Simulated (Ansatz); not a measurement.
**Cu, one cell by several methods**

```xyz
1
Lattice="0.0000 1.8075 1.8075 1.8075 0.0000 1.8075 1.8075 1.8075 0.0000" Properties=species:S:1:pos:R:3 pbc="T T T"
Cu    0.0000    0.0000    0.0000
```

The cell is COD entry 5000216, as deposited and not checked against the literature; nothing was relaxed.

Levels of theory: DFT, LDA, PAW with Ansatz's default frozen-core files, scalar-relativistic (Ansatz 0.2.0); DFT, LDA, all-electron LAPW, scalar-relativistic (Ansatz 0.2.0).

For PAW: a Γ-centred 19×19×19 k mesh, Fermi–Dirac smearing of 0.08 eV, cutoff 420 eV, no spin polarisation; the PAW files were made with PBE, and the program remakes their frozen cores for this functional. LAPW targets a basis error of 0.25 meV/atom. The Ansatz runs share mesh, smearing and spin set-up. Plane-wave (PAW) pressures include the program's estimate of the Pulay term.

Stress and pressure are positive in compression.

Levels count from the Fermi level.

| quantity | PAW | LAPW |
| --- | --- | --- |
| pressure (GPa) | -12.59 | -12.62 |
| highest filled level at Γ (eV) | -2.238 | -2.238 |
| lowest empty level at Γ (eV) | 22.678 | 22.675 |
| highest filled level at U (eV) | -1.720 | -1.721 |
| lowest empty level at U (eV) | 4.258 | 4.260 |
| highest filled level at X (eV) | -1.520 | -1.520 |
| lowest empty level at X (eV) | 1.401 | 1.403 |

PAW's pressure differs from the LAPW value by +0.03 GPa.
